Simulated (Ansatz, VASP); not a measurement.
## TiO2 in VASP and in Ansatz

```xyz
6
Lattice="4.5998 0.0000 0.0000 0.0000 4.5998 0.0000 0.0000 0.0000 2.9592" Properties=species:S:1:pos:R:3 pbc="T T T"
Ti    0.0000    0.0000    1.4796
Ti    2.2999    2.2999    0.0000
O     1.3998    1.3998    1.4796
O     0.9001    3.6997    0.0000
O     3.6997    0.9001    0.0000
O     3.2000    3.2000    1.4796
```

The cell is a database's computed one.

Alike in both runs: task single point; functional PBE; k mesh 6 × 6 × 9; occupations gaussian, width 0.011 eV; no spin polarisation.

|  | VASP | Ansatz |
| --- | --- | --- |
| version | VASP 6.6.1 | Ansatz 0.2.0 |
| potentials or method | VASP PAW PBE potentials, release 64 (Ti_sv, O) | Ansatz PAW |
| plane-wave cutoff (eV) | 520 | 420 |
| valence electrons in the cell | 48 | 48 |

VASP gave:

| Item | Value |
| --- | --- |
| gap on the k mesh at the Fermi level (eV) | 1.84 |
| least direct gap on the mesh (eV) | 1.84 |
| pressure (GPa) | 5.0 |
| largest component of the traceless stress (GPa) | 0.35 |
| rms of the force components (eV/Å) | 0.010 |

Problem. What did Ansatz give for the same quantities?

Solution. gap on the k mesh at the Fermi level (eV): 1.87; least direct gap on the mesh (eV): 1.87; pressure (GPa): 4.2; largest component of the traceless stress (GPa): 0.55; rms of the force components (eV/Å): 0.002.

Atom by atom the forces differ by 0.012 eV/Å (rms over components).

Caveats: an odd mesh through Γ misses points on the zone boundary, where band edges often lie (VASP); odd divisions of the mesh miss points on the zone boundary, where band edges often lie, so the gap on the mesh can be too wide (Ansatz); the pressure holds a Pulay correction of +0.7 GPa for the finite cutoff (Ansatz). A hybrid or GW would open this gap; PBE tends to underestimate it.
